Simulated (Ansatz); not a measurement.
## Rb under pressure: fit and missing row

Rb, Im-3m, a = 5.671 Å. Ansatz: PBE, PAW, 420 eV, Γ-centred 10×10×10 mesh on 1 atom, Gaussian smearing 0.10 eV; no spin polarisation. The cell is relaxed at each pressure, and no other structure is tried, so the rows at high pressure may lie past a change of phase.

```tsv
V (Å³/atom)	P (GPa)
19.937	?
28.296	19.92
39.251	10.00
49.662	4.99
63.523	1.97
91.169	0.00
```

Take V0 = 91.169 Å³/atom, fit the third-order Birch–Murnaghan form to the other rows, and predict the missing pressure.

With the Eulerian strain f = ½[(V0/V)^(2/3) − 1] and y = P/[3f(1 + 2f)^(5/2)], the form is the line y = B0 + 1.5 B0 (B0′ − 4) f. Rows (f, y): 0.59073, 1.60; 0.37694, 2.17; 0.24964, 2.42; 0.13618, 2.64. Means f = 0.3384, y = 2.2075; Σ(Δf)² = 0.1139, ΣΔfΔy = -0.2611; the slope is their ratio. y = 2.983 − 2.291 f GPa, so B0 = 3.0 GPa and B0′ = 4 + 2 × (-2.291)/(3 × 2.983) = 3.49. At V = 19.937, f = 0.87751, y = 0.973 and P = 32.26 GPa. The run gave 40.03 GPa, so the fit is 7.77 GPa too low, 19 % of the span of the series, against an rms of 0.22 GPa on the fitted rows. The row lies outside the fitted range. A fourth-order term fitted to the same rows gives P = 21.50 GPa at this row's volume (the line 32.26, the run 40.03), no gain. Also, this row ran on the mesh 16×16×16, its neighbour on 14×14×14, which can shift it a little. The nearest row lies 30 % from V0, so B0 and B0′ are extrapolations to f = 0.

The mesh isn't the same in all rows (10×10×10, 12×12×12, 14×14×14, 16×16×16).